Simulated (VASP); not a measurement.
# Si (Fd-3m) in VASP: notebook

One crystal, Si, is run at these levels: PBE; tasks: single point.

Everything below comes from runs of VASP 6.6.1. Logs are shortened: lines on timing, memory, paths and dates and some standing lists are left out, and cuts for length are marked.

## 1. The undisturbed crystal

The structure is cubic, space group Fd-3m (No. 227). Conventional cell: a = 5.444 Å, b = 5.444 Å, c = 5.444 Å, α = 90.00°, β = 90.00°, γ = 90.00°. Si (site symmetry -43m) is surrounded by 4 Si at 2.36 Å.

## 2. Single point, PBE (grid = ENCUT=350 dk=0.9 cell=2x2x2 ISMEAR=0 SIGMA=0.05 LREAL=Auto EDIFF=1e-06)

Input file INCAR:

```
PREC = Accurate ; ENCUT = 350
EDIFF = 1E-6 ; ISMEAR = 0
SIGMA = 0.05 ; LREAL = Auto
LASPH = T ; NELM = 120
ALGO = Fast ; ISIF = 2
LWAVE = F ; LCHARG = F
GGA = PE ; NBANDS = 40
```

Input file KPOINTS:

```
Automatic mesh
0
Gamma
  2 2 2
```

Input file POSCAR:

```
Si
1.0
    0.0000000000      5.4437023730      5.4437023730
    5.4437023730      0.0000000000      5.4437023730
    5.4437023730      5.4437023730      0.0000000000
Si
16
Direct
    0.2500000000      0.2500000000      0.2500000000
    0.2500000000      0.2500000000      0.7500000000
    0.2500000000      0.7500000000      0.2500000000
    0.2500000000      0.7500000000      0.7500000000
    0.7500000000      0.2500000000      0.2500000000
    0.7500000000      0.2500000000      0.7500000000
    0.7500000000      0.7500000000      0.2500000000
    0.7500000000      0.7500000000      0.7500000000
    0.3750000000      0.3750000000      0.3750000000
    0.3750000000      0.3750000000      0.8750000000
    0.3750000000      0.8750000000      0.3750000000
    0.3750000000      0.8750000000      0.8750000000
    0.8750000000      0.3750000000      0.3750000000
    0.8750000000      0.3750000000      0.8750000000
    0.8750000000      0.8750000000      0.3750000000
    0.8750000000      0.8750000000      0.8750000000
```

Potentials or basis: VASP PAW PBE potentials, release 64 (Si).

Started as:

```sh
cat potpaw_PBE.64/Si/POTCAR > POTCAR
mpirun -np 1 vasp_std > vasp.out
```

OUTCAR:

```text
PREC = Accurate
   ENCUT = 350
   EDIFF = 1E-6
   ISMEAR = 0
   LREAL = Auto
   LASPH = T
   NELM = 120
   ISIF = 2
   GGA = PE

 Found      3 irreducible k-points:

 Following reciprocal coordinates:
            Coordinates               Weight
  0.000000  0.000000  0.000000      1.000000
  0.500000  0.000000  0.000000      4.000000
  0.500000  0.500000  0.000000      3.000000
   k-points           NKPTS =      3   k-points in BZ     NKDIM =      3   number of bands    NBANDS=     40
   number of dos      NEDOS =    301   number of ions     NIONS =     16
   total plane-waves  NPLWV = 110592
   dimension x,y,z NGX =    48 NGY =   48 NGZ =   48
   dimension x,y,z NGXF=    96 NGYF=   96 NGZF=   96
   ions per type =              16
   NGX,Y,Z   is equivalent  to a cutoff of  10.37, 10.37, 10.37 a.u.
   NGXF,Y,Z  is equivalent  to a cutoff of  20.73, 20.73, 20.73 a.u.
 SYSTEM =  unknown system
   PREC   = accura    normal or accurate (medium, high low for compatibility)
   ISTART =      0    job   : 0-new  1-cont  2-samecut
   ICHARG =      2    charge: 1-file 2-atom 10-const
   ISPIN  =      1    spin polarized calculation?
   LNONCOLLINEAR =      F non collinear calculations
   LSORBIT =      F    spin-orbit coupling
   LASPH  =      T    aspherical Exc in radial PAW
   ENCUT  =  350.0 eV  25.72 Ry    5.07 a.u.  11.74 11.74 11.74*2*pi/ulx,y,z
   NELM   =    120;   NELMIN=  2; NELMDL= -5     # of ELM steps
   EDIFF  = 0.1E-05   stopping-criterion for ELM
   LREAL  =      T    real-space projection
   EDIFFG = 0.1E-04   stopping-criterion for IOM
   NSW    =      0    number of steps for IOM
   IBRION =     -1    ionic relax: 0-MD 1-quasi-New 2-CG
   NFREE  =      0    steps in history (QN), initial steepest desc. (CG)
   ISIF   =      2    stress and relaxation
   ISYM   =      2    0-nonsym 1-usesym 2-fastsym
   POTIM  = 0.5000    time-step for ionic-motion
   TEBEG  =    0.0;   TEEND  =   0.0 temperature during run
   PSTRESS=    0.0 pullay stress
   NELECT =      64.0000    total number of electrons
   NUPDOWN=      -1.0000    fix difference up-down
   EMIN   =  10.00;   EMAX   =-10.00  energy-range for DOS
   EFERMI =   0.00;   METHOD = LEGACY
   ISMEAR =     0;   SIGMA  =   0.05  broadening in eV -4-tet -1-fermi 0-gaus
   EFERMI_NEDOS =   21; number of points for ismear=-14 and -15
   IALGO  =     68    algorithm
   IMIX   =      4    mixing-type and parameters
     AMIX     =   0.40;   BMIX     =  1.00
     AMIX_MAG =   1.60;   BMIX_MAG =  1.00
  volume/ion in A,a.u.               =      20.16       136.08
  Fermi-wavevector in a.u.,A,eV,Ry     =   0.954766  1.804247 12.402783  0.911579
  Thomas-Fermi vector in A             =   2.083543
   LORBIT       =      0    0 simple, 1 ext, 2 COOP (PROOUT), +10 PAW based schemes
   GGA     = PE    functional components
   LHFCALC =     F    Hartree Fock is set to
   AEXX    =    0.0000 exact exchange contribution
   IVDW    =     0    specifies the selected vdW correction
   LEPSILON=     F    determine dielectric tensor
   LRPA    =     F    only Hartree local field effects (RPA)
 non-spin polarized calculation
 RMM-DIIS sequential band-by-band and
 Gauss-broadening in eV      SIGMA  =   0.05
  energy-cutoff  :      350.00
  volume of cell :      322.64
 maximum number of plane-waves:      4813
 NGX is ok and might be reduce to    48
   NGX = 23   NGY = 23   NGZ = 23

 number of electron      63.9999991 magnetization

 Free energy of the ion-electron system (eV)
  ---------------------------------------------------
  ext. energy  EPLUGINS =         0.00000000
  ---------------------------------------------------
  free energy    TOTEN  =       -85.27761006 eV

  energy without entropy =      -85.27761006  energy(sigma->0) =      -85.27761006

 E-fermi :   6.0337     XC(G=0):  -9.3541

 val. band max:        5.7986006227   @ k =   0.0000   0.0000   0.0000
 cond. band min:       6.5076187133   @ k =   0.0000   0.0000   0.0000
 fundamental gap:      0.7090180906
 Fermi energy:         6.0336987332

 k-point     1 :       0.0000    0.0000    0.0000
  band No.  band energies     occupation
      1      -6.1193      2.00000
      2      -3.8030      2.00000
      3      -3.8030      2.00000
      4      -3.8030      2.00000
      5      -3.8030      2.00000
      6      -1.9974      2.00000
[... 32 lines left out ...]
     39       7.3075      0.00000
     40       7.3075      0.00000

 k-point     2 :       0.5000    0.0000    0.0000
  band No.  band energies     occupation
      1      -5.3241      2.00000
      2      -5.3241      2.00000
      3      -3.4171      2.00000
      4      -3.4171      2.00000
      5      -3.4171      2.00000
      6      -3.4171      2.00000
[... 32 lines left out ...]
     39       7.7981      0.00000
     40       7.7981      0.00000

 k-point     3 :       0.5000    0.5000    0.0000
  band No.  band energies     occupation
      1      -5.0432      2.00000
      2      -5.0432      2.00000
      3      -4.0873      2.00000
      4      -4.0873      2.00000
      5      -4.0873      2.00000
      6      -4.0873      2.00000
[... 32 lines left out ...]
     39       8.9173      0.00000
     40       8.9173      0.00000

------------------------ aborting loop because EDIFF is reached ----------------------------------------

  FORCE on cell =-STRESS in cart. coord.  units (eV):
  Direction    XX          YY          ZZ          XY          YZ          ZX
  --------------------------------------------------------------------------------------
  -------------------------------------------------------------------------------------
  Total        3.7148736      3.7148736      3.7148736      0.0000000     -0.0000000      0.0000000
  in kB       18.4476696     18.4476696     18.4476696      0.0000000     -0.0000000      0.0000000
  external PRESSURE =      18.4476696 kB  Pullay stress =       0.0000000 kB

 VOLUME and BASIS-vectors are now :
 -----------------------------------------------------------------------------
  energy-cutoff  :      350.00
  volume of cell :      322.64
      direct lattice vectors                 reciprocal lattice vectors
     0.000000000  5.443702373  5.443702373    -0.091849254  0.091849254  0.091849254
     5.443702373  0.000000000  5.443702373     0.091849254 -0.091849254  0.091849254
     5.443702373  5.443702373  0.000000000     0.091849254  0.091849254 -0.091849254

 POSITION                                       TOTAL-FORCE (eV/Angst)
 -----------------------------------------------------------------------------------
      2.72185      2.72185      2.72185         0.000000      0.000000     -0.000000
      5.44370      5.44370      2.72185         0.000000      0.000000     -0.000000
      5.44370      2.72185      5.44370         0.000000      0.000000     -0.000000
      8.16555      5.44370      5.44370         0.000000      0.000000      0.000000
      2.72185      5.44370      5.44370         0.000000      0.000000     -0.000000
      5.44370      8.16555      5.44370         0.000000      0.000000     -0.000000
[... 8 lines left out ...]
      6.80463      6.80463      9.52648        -0.000000     -0.000000      0.000000
      9.52648      9.52648      9.52648        -0.000000     -0.000000      0.000000
 -----------------------------------------------------------------------------------
    total drift:                               -0.000000      0.000000     -0.000000

  FREE ENERGIE OF THE ION-ELECTRON SYSTEM (eV)
  ---------------------------------------------------
  free  energy   TOTEN  =       -85.2776100588 eV

  energy  without entropy=      -85.2776100588  energy(sigma->0) =      -85.27761006
```

OSZICAR:

```text
N       E                     dE             d eps       ncg     rms          rms(c)
DAV:   1     0.121190772243E+03    0.12119E+03   -0.19298E+04   240   0.959E+02
DAV:   2    -0.760147489587E+02   -0.19721E+03   -0.18587E+03   296   0.157E+02
DAV:   3    -0.866246103450E+02   -0.10610E+02   -0.10240E+02   312   0.349E+01
DAV:   4    -0.868570798158E+02   -0.23247E+00   -0.23145E+00   304   0.591E+00
DAV:   5    -0.868626291956E+02   -0.55494E-02   -0.55486E-02   280   0.921E-01    0.140E+01
RMM:   6    -0.857575176678E+02    0.11051E+01   -0.58641E-01   240   0.246E+00    0.855E+00
RMM:   7    -0.852506524189E+02    0.50687E+00   -0.15439E+00   251   0.418E+00    0.507E-01
RMM:   8    -0.852723230091E+02   -0.21671E-01   -0.15371E-01   246   0.149E+00    0.262E-01
RMM:   9    -0.852765203188E+02   -0.41973E-02   -0.35070E-02   259   0.694E-01    0.260E-01
RMM:  10    -0.852771542817E+02   -0.63396E-03   -0.56932E-03   266   0.325E-01    0.219E-01
RMM:  11    -0.852775736908E+02   -0.41941E-03   -0.29415E-03   247   0.233E-01    0.244E-01
RMM:  12    -0.852775987263E+02   -0.25035E-04   -0.45954E-04   257   0.108E-01    0.535E-02
RMM:  13    -0.852776071257E+02   -0.83995E-05   -0.88779E-05   280   0.427E-02    0.786E-02
RMM:  14    -0.852776093823E+02   -0.22566E-05   -0.15376E-05   247   0.185E-02    0.911E-02
RMM:  15    -0.852776083204E+02    0.10619E-05   -0.90521E-06   226   0.137E-02    0.521E-02
RMM:  16    -0.852776095593E+02   -0.12389E-05   -0.23535E-06   162   0.869E-03    0.175E-02
RMM:  17    -0.852776100588E+02   -0.49945E-06   -0.55884E-07   128   0.343E-03
   1 F= -.85277610E+02 E0= -.85277610E+02  d E =-.264751E-11
```

Wall time 78 s (1 thread of AMD EPYC 7R43 (Zen 3), shared host); peak memory 0.26 GiB.

The run converged, but some of its settings lie outside the range that counts as converged, so its numbers aren't taken as properties of the crystal.

Results:

* Free energy: -85.2776 eV
* Pressure: 1.8 GPa
* Band gap on the k mesh: 0.71 eV

Caveat: the k mesh is coarse (spacing up to 0.50 Å⁻¹), so the values aren't converged.

## 3. Single point, PBE (grid = ENCUT=350 dk=0.6 cell=2x2x2 ISMEAR=0 SIGMA=0.05 LREAL=Auto EDIFF=1e-06)

INCAR is that of step 2.

KPOINTS is that of step 2.

POSCAR is that of step 2.

Potentials or basis: VASP PAW PBE potentials, release 64 (Si).

Started as:

```sh
cat potpaw_PBE.64/Si/POTCAR > POTCAR
mpirun -np 1 vasp_std > vasp.out
```

OUTCAR:

```text
PREC = Accurate
   ENCUT = 350
   EDIFF = 1E-6
   ISMEAR = 0
   LREAL = Auto
   LASPH = T
   NELM = 120
   ISIF = 2
   GGA = PE

 Found      3 irreducible k-points:

 Following reciprocal coordinates:
            Coordinates               Weight
  0.000000  0.000000  0.000000      1.000000
  0.500000  0.000000  0.000000      4.000000
  0.500000  0.500000  0.000000      3.000000
   k-points           NKPTS =      3   k-points in BZ     NKDIM =      3   number of bands    NBANDS=     40
   number of dos      NEDOS =    301   number of ions     NIONS =     16
   total plane-waves  NPLWV = 110592
   dimension x,y,z NGX =    48 NGY =   48 NGZ =   48
   dimension x,y,z NGXF=    96 NGYF=   96 NGZF=   96
   ions per type =              16
   NGX,Y,Z   is equivalent  to a cutoff of  10.37, 10.37, 10.37 a.u.
   NGXF,Y,Z  is equivalent  to a cutoff of  20.73, 20.73, 20.73 a.u.
 SYSTEM =  unknown system
   PREC   = accura    normal or accurate (medium, high low for compatibility)
   ISTART =      0    job   : 0-new  1-cont  2-samecut
   ICHARG =      2    charge: 1-file 2-atom 10-const
   ISPIN  =      1    spin polarized calculation?
   LNONCOLLINEAR =      F non collinear calculations
   LSORBIT =      F    spin-orbit coupling
   LASPH  =      T    aspherical Exc in radial PAW
   ENCUT  =  350.0 eV  25.72 Ry    5.07 a.u.  11.74 11.74 11.74*2*pi/ulx,y,z
   NELM   =    120;   NELMIN=  2; NELMDL= -5     # of ELM steps
   EDIFF  = 0.1E-05   stopping-criterion for ELM
   LREAL  =      T    real-space projection
   EDIFFG = 0.1E-04   stopping-criterion for IOM
   NSW    =      0    number of steps for IOM
   IBRION =     -1    ionic relax: 0-MD 1-quasi-New 2-CG
   NFREE  =      0    steps in history (QN), initial steepest desc. (CG)
   ISIF   =      2    stress and relaxation
   ISYM   =      2    0-nonsym 1-usesym 2-fastsym
   POTIM  = 0.5000    time-step for ionic-motion
   TEBEG  =    0.0;   TEEND  =   0.0 temperature during run
   PSTRESS=    0.0 pullay stress
   NELECT =      64.0000    total number of electrons
   NUPDOWN=      -1.0000    fix difference up-down
   EMIN   =  10.00;   EMAX   =-10.00  energy-range for DOS
   EFERMI =   0.00;   METHOD = LEGACY
   ISMEAR =     0;   SIGMA  =   0.05  broadening in eV -4-tet -1-fermi 0-gaus
   EFERMI_NEDOS =   21; number of points for ismear=-14 and -15
   IALGO  =     68    algorithm
   IMIX   =      4    mixing-type and parameters
     AMIX     =   0.40;   BMIX     =  1.00
     AMIX_MAG =   1.60;   BMIX_MAG =  1.00
  volume/ion in A,a.u.               =      20.16       136.08
  Fermi-wavevector in a.u.,A,eV,Ry     =   0.954766  1.804247 12.402783  0.911579
  Thomas-Fermi vector in A             =   2.083543
   LORBIT       =      0    0 simple, 1 ext, 2 COOP (PROOUT), +10 PAW based schemes
   GGA     = PE    functional components
   LHFCALC =     F    Hartree Fock is set to
   AEXX    =    0.0000 exact exchange contribution
   IVDW    =     0    specifies the selected vdW correction
   LEPSILON=     F    determine dielectric tensor
   LRPA    =     F    only Hartree local field effects (RPA)
 non-spin polarized calculation
 RMM-DIIS sequential band-by-band and
 Gauss-broadening in eV      SIGMA  =   0.05
  energy-cutoff  :      350.00
  volume of cell :      322.64
 maximum number of plane-waves:      4813
 NGX is ok and might be reduce to    48
   NGX = 23   NGY = 23   NGZ = 23

 number of electron      63.9999991 magnetization

 Free energy of the ion-electron system (eV)
  ---------------------------------------------------
  ext. energy  EPLUGINS =         0.00000000
  ---------------------------------------------------
  free energy    TOTEN  =       -85.27761006 eV

  energy without entropy =      -85.27761006  energy(sigma->0) =      -85.27761006

 E-fermi :   6.0337     XC(G=0):  -9.3541

 val. band max:        5.7986006227   @ k =   0.0000   0.0000   0.0000
 cond. band min:       6.5076187133   @ k =   0.0000   0.0000   0.0000
 fundamental gap:      0.7090180906
 Fermi energy:         6.0336987332

 k-point     1 :       0.0000    0.0000    0.0000
  band No.  band energies     occupation
      1      -6.1193      2.00000
      2      -3.8030      2.00000
      3      -3.8030      2.00000
      4      -3.8030      2.00000
      5      -3.8030      2.00000
      6      -1.9974      2.00000
[... 32 lines left out ...]
     39       7.3075      0.00000
     40       7.3075      0.00000

 k-point     2 :       0.5000    0.0000    0.0000
  band No.  band energies     occupation
      1      -5.3241      2.00000
      2      -5.3241      2.00000
      3      -3.4171      2.00000
      4      -3.4171      2.00000
      5      -3.4171      2.00000
      6      -3.4171      2.00000
[... 32 lines left out ...]
     39       7.7981      0.00000
     40       7.7981      0.00000

 k-point     3 :       0.5000    0.5000    0.0000
  band No.  band energies     occupation
      1      -5.0432      2.00000
      2      -5.0432      2.00000
      3      -4.0873      2.00000
      4      -4.0873      2.00000
      5      -4.0873      2.00000
      6      -4.0873      2.00000
[... 32 lines left out ...]
     39       8.9173      0.00000
     40       8.9173      0.00000

------------------------ aborting loop because EDIFF is reached ----------------------------------------

  FORCE on cell =-STRESS in cart. coord.  units (eV):
  Direction    XX          YY          ZZ          XY          YZ          ZX
  --------------------------------------------------------------------------------------
  -------------------------------------------------------------------------------------
  Total        3.7148736      3.7148736      3.7148736      0.0000000     -0.0000000      0.0000000
  in kB       18.4476696     18.4476696     18.4476696      0.0000000     -0.0000000      0.0000000
  external PRESSURE =      18.4476696 kB  Pullay stress =       0.0000000 kB

 VOLUME and BASIS-vectors are now :
 -----------------------------------------------------------------------------
  energy-cutoff  :      350.00
  volume of cell :      322.64
      direct lattice vectors                 reciprocal lattice vectors
     0.000000000  5.443702373  5.443702373    -0.091849254  0.091849254  0.091849254
     5.443702373  0.000000000  5.443702373     0.091849254 -0.091849254  0.091849254
     5.443702373  5.443702373  0.000000000     0.091849254  0.091849254 -0.091849254

 POSITION                                       TOTAL-FORCE (eV/Angst)
 -----------------------------------------------------------------------------------
      2.72185      2.72185      2.72185         0.000000      0.000000     -0.000000
      5.44370      5.44370      2.72185         0.000000      0.000000     -0.000000
      5.44370      2.72185      5.44370         0.000000      0.000000     -0.000000
      8.16555      5.44370      5.44370         0.000000      0.000000      0.000000
      2.72185      5.44370      5.44370         0.000000      0.000000     -0.000000
      5.44370      8.16555      5.44370         0.000000      0.000000     -0.000000
[... 8 lines left out ...]
      6.80463      6.80463      9.52648        -0.000000     -0.000000      0.000000
      9.52648      9.52648      9.52648        -0.000000     -0.000000      0.000000
 -----------------------------------------------------------------------------------
    total drift:                               -0.000000      0.000000     -0.000000

  FREE ENERGIE OF THE ION-ELECTRON SYSTEM (eV)
  ---------------------------------------------------
  free  energy   TOTEN  =       -85.2776100588 eV

  energy  without entropy=      -85.2776100588  energy(sigma->0) =      -85.27761006
```

It took 79 s on 1 thread of AMD EPYC 7R43 (Zen 3), shared host; peak memory 0.26 GiB.

The run converged, but some of its settings lie outside the range that counts as converged, so its numbers aren't taken as properties of the crystal.

Results:

```
Free energy            : -85.2776 eV
Pressure               : 1.8 GPa
Band gap on the k mesh : 0.71 eV
```

Caveat: the k mesh is coarse (spacing up to 0.50 Å⁻¹), so the values aren't converged.

## 4. Single point, PBE (grid = ENCUT=250 dk=0.45 cell=2x2x2 ISMEAR=0 SIGMA=0.05 LREAL=Auto EDIFF=1e-06)

Changes to INCAR since step 3:

```diff
@@ -1,2 +1,2 @@
-PREC = Accurate ; ENCUT = 350
+PREC = Accurate ; ENCUT = 250
 EDIFF = 1E-6 ; ISMEAR = 0
```

Input file KPOINTS:

```
Automatic mesh
0
Gamma
  3 3 3
```

POSCAR is that of step 3.

Started as:

```sh
cat potpaw_PBE.64/Si/POTCAR > POTCAR
mpirun -np 1 vasp_std > vasp.out
```

It took 59 s on 1 thread of AMD EPYC 7R43 (Zen 3), shared host; peak memory 0.19 GiB.

These settings aren't checked as converged: the numbers below hold their error.

Results:

```yaml
Free_energy: -86.4310 eV
Band_gap_on_the_k_mesh: 0.73 eV
```

Caveat: the cutoff is under 1.25 times the usual one of these potentials, so pressure, stress and relaxed cells hold a basis-set (Pulay) error; an odd mesh through Γ misses points on the zone boundary, where band edges often lie.

## 5. The reference run

An earlier run on the cell as given: functional PBE; potentials or basis VASP PAW PBE potentials, release 64 (Si); cutoff 520 eV; k mesh 8 × 8 × 8; occupations fermi-dirac, width 0.05 eV; no spin polarisation.

- Pressure: 1.3 GPa
- Band gap on the k mesh: 0.63 eV, indirect (least direct gap 2.56 eV)
